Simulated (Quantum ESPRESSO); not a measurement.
**NaCl in Quantum ESPRESSO: the effect of functional**

The system is NaCl.

```xyz
2
Lattice="0.0000 2.7941 2.7941 2.7941 0.0000 2.7941 2.7941 2.7941 0.0000" Properties=species:S:1:pos:R:3 pbc="T T T"
Cl    2.7941    2.7941    2.7941
Na    0.0000    0.0000    0.0000
```

The cell is a database's computed one.

Alike in all runs:

| Item | Value |
| --- | --- |
| Program | Quantum ESPRESSO 7.5 |
| Task | phonons |
| Cutoff | 1197 eV |
| Density cutoff | 4789 eV |
| k mesh | 4 × 4 × 4, shifted |
| Occupations | fermi-dirac, width 0.05 eV |
| Spin | no spin polarisation |

Each run relaxes the cell or the atoms first.

| functional | potentials or basis | relaxed volume (Å³/atom) | dielectric constant (mean) |
| --- | --- | --- | --- |
| LDA | PseudoDojo 0.4.1 SR LDA standard | 20.41 | 2.68 |
| PBE | PseudoDojo 0.4.1 SR PBE standard | 23.12 | 2.48 |
| PBEsol | PseudoDojo 0.4.1 SR PBEsol standard | 22.00 | 2.57 |
| PW91 | PseudoDojo 0.4.1 SR PBE standard | 23.07 | 2.48 |
| revPBE | PseudoDojo 0.4.1 SR PBE standard | 24.67 | 2.38 |
| RPBE | PseudoDojo 0.4.1 SR PBE standard | 24.86 | 2.36 |
| vdW-DF-cx | PseudoDojo 0.4.1 SR PBE standard | ? | ? |

Problem. What does the run with functional vdW-DF-cx give?

Solution. Relaxed volume 22.70 Å³/atom; dielectric constant 2.49 mean.

Caveats: before the sum rule the acoustic modes lie tens of cm⁻¹ from zero, a sign that the density grid also shifts the optical modes (some runs); the potentials were made for another functional, which shifts forces and pressure (some runs); the acoustic modes lie far from zero, so the frequencies are unreliable (some runs).
